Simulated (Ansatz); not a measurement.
This Ansatz 0.2.0 run on HfB2 needs a look.

input.yaml

```yaml
crystal:
  lattice:
    - [3.120896, 0.050729, 0.075758]
    - [-1.516515, 2.706464, -0.061208]
    - [0.083961, -0.029855, 3.488498]
  atoms:
    - { symbol: Hf, position: [0.0, 0.0, 0.0] }
    - { symbol: B, position: [0.6666666667, 0.3333333333, 0.5] }
    - { symbol: B, position: [0.3333333333, 0.6666666667, 0.5] }
hamiltonian:
  xc: lda
  pseudopotentials: { kind: nc, source: spms, xc_functional: pbe }
kpoints:
  mp_grid: { grid: [7, 7, 6] }
scf:
  occupations: { method: cold, width: 0.05 }
  max_iter: 2.5
output:
  forces: true
  stress: true
  eigenvalues: true
```

Potentials or basis: SPMS NC.

Run with:

```bash
$ ansatz run input.yaml --threads 2 --pin off --max-ram 5120MiB --backend cpu --events-out ev --progress --plain --runs-dir out
```

Output:

```text
Error: YAML parse error: error: line 17 column 13: invalid u64
  --> <input>:17:13
   |
15 | scf:
16 |   occupations: { method: cold, width: 0.05 }
17 |   max_iter: 2.5
   |             ^ invalid u64
18 | output:
19 |   forces: true
   |
```

Task: What happened, and what is wrong with the input?

Result: The input was rejected before any iteration. The input holds a flaw that was put in on purpose: a value of the wrong type.
